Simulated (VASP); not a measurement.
Here is a VASP 6.6.1 calculation.

File INCAR:

```
SYSTEM = H
PREC = Accurate ; ENCUT = 500
EDIFF = 1E-7 ; ISMEAR = 0
SIGMA = 0.02 ; LREAL = .FALSE.
LASPH = .TRUE. ; NELM = 60
ALGO = Normal ; ISIF = 2
LWAVE = .FALSE. ; LCHARG = .TRUE.
GGA = PE ; LELF = .TRUE.
LVHAR = .TRUE. ; NBANDS = 6
```

KPOINTS

```
Automatic mesh
0
G
  4 4 10
  0 0 0
```

File POSCAR:

```
H
1.0
    2.6496387389      0.0000000000      0.0000000000
    0.0000000000      2.6496387389      0.0000000000
    0.0000000000      0.0000000000      0.9804929200
H
1
Direct
    0.0000000000      0.0000000000      0.5000000000
```

Potentials or basis: VASP PAW PBE potentials, release 64 (H_GW).

The run is started by

```console
$ cat potpaw_PBE.64/H_GW/POTCAR > POTCAR
$ mpirun -np 1 vasp_std > vasp.out
```

**Question.** Predict the pressure.

**Answer.** -1.0 GPa.

**Question.** Estimate the band gap on the k mesh.

**Answer.** None (metal or under the smearing width).

Stress tensor (GPa, compression positive):
```
 1.45  0.00  0.00
 0.00  1.45  0.00
 0.00  0.00 -5.79
```

Caveat: the k mesh is coarse (spacing up to 0.64 Å⁻¹), so the values aren't converged.
